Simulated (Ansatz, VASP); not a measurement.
Two plane-wave programs on Fe

```xyz
2
Lattice="0.0000 2.4696 2.4696 2.4696 0.0000 2.4696 2.4696 2.4696 0.0000" Properties=species:S:1:pos:R:3 pbc="T T T"
Fe    0.6174    0.6174    0.6174
Fe    4.3219    4.3219    4.3219
```

Alike in both runs: task single point; functional LDA; k mesh 13 × 13 × 13; occupations fermi-dirac, width 0.1 eV; no spin polarisation.

|  | VASP | Ansatz |
| --- | --- | --- |
| version | VASP 6.6.1 | Ansatz 0.2.0 |
| potentials or method | VASP PAW LDA potentials, release 64 (Fe) | plane waves (420 eV) with PAW, scalar-relativistic |
| plane-wave cutoff (eV) | 520 | 420 |
| valence electrons in the cell | 16 | 32 |

Ansatz gave:

* pressure (GPa): -16.7

Q: Estimate VASP's values.

A: Pressure (GPa): -17.6.

The two sets of potentials don't hold the same shells in valence. Ansatz warned: «pseudo_functional_mismatch».

Caveats: so large a pressure means that the cell lies far from this level's equilibrium, or that cutoff or potentials fall short (VASP); the run has no spin polarisation, though such a crystal can be magnetic. Spin polarisation is off, so any magnetic state and its effect on volume and gap are missing.
